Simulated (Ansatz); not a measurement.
A generator proposed this cell of Ge.

```cif
data_structure
_symmetry_space_group_name_H-M 'Pnma'
_symmetry_Int_Tables_number 62
_cell_length_a 7.7490
_cell_length_b 3.5857
_cell_length_c 4.5018
_cell_angle_alpha 90.000
_cell_angle_beta 90.000
_cell_angle_gamma 90.000
_cell_volume 125.09
loop_
_atom_site_label
_atom_site_type_symbol
_atom_site_symmetry_multiplicity
_atom_site_Wyckoff_symbol
_atom_site_fract_x
_atom_site_fract_y
_atom_site_fract_z
_atom_site_occupancy
Ge1 Ge 4 c 0.15428 0.25000 0.53118 1
Ge2 Ge 4 c 0.05650 0.75000 0.84995 1
```

Computed with Ansatz 0.2.0, DFT PBE, scalar-relativistic, plane waves, PAW. Plane waves to 420 eV, a k mesh through Γ of 2×6×4 on the computed 8-atom cell and Gaussian smearing (0.10 eV); no spin polarisation.

Energies count from the standard state of Ge at the same level.

**Question.** Estimate its pressure, forces and energy as it stands.

**Answer.** The pressure is 39.1 GPa (the mean over three directions, positive in compression), the largest force is 1.07 eV/Å, and the energy is +0.81 eV/atom against the standard state. The shortest distance is 2.37 Å.

**Question.** How much does it gain on relaxing, and where does it end?

**Answer.** Relaxing gains about 0.54 eV/atom (the start's value is from the coarse mesh, so the gain is rough) in 21 ionic steps and ends at +0.27 eV/atom on the finer mesh. The symmetry stays Pnma (No. 62). The volume per atom grows by 37.9 %, from 15.6 to 21.6 Å³. The shortest distance goes from 2.37 Å (Ge–Ge) to 2.61 Å (Ge–Ge). Conventional cell: a = 8.545 Å, b = 3.883 Å, c = 5.200 Å. Around Ge on its first site lie 4 Ge at 2.61–2.65 Å; around Ge on its second site lie 6 Ge at 2.61–2.80 Å.

The last run used a 6×10×8 mesh (in the run's order of axes) for its 8-atom cell and Gaussian smearing of 0.10 eV. The relaxation can't lower the symmetry of the start. Symmetry constrained the relaxation, so the result can be a saddle point. Another cell of Ge relaxed alike, in Cmcm, lies 186 meV/atom lower, so this cell isn't the stable form at this level.
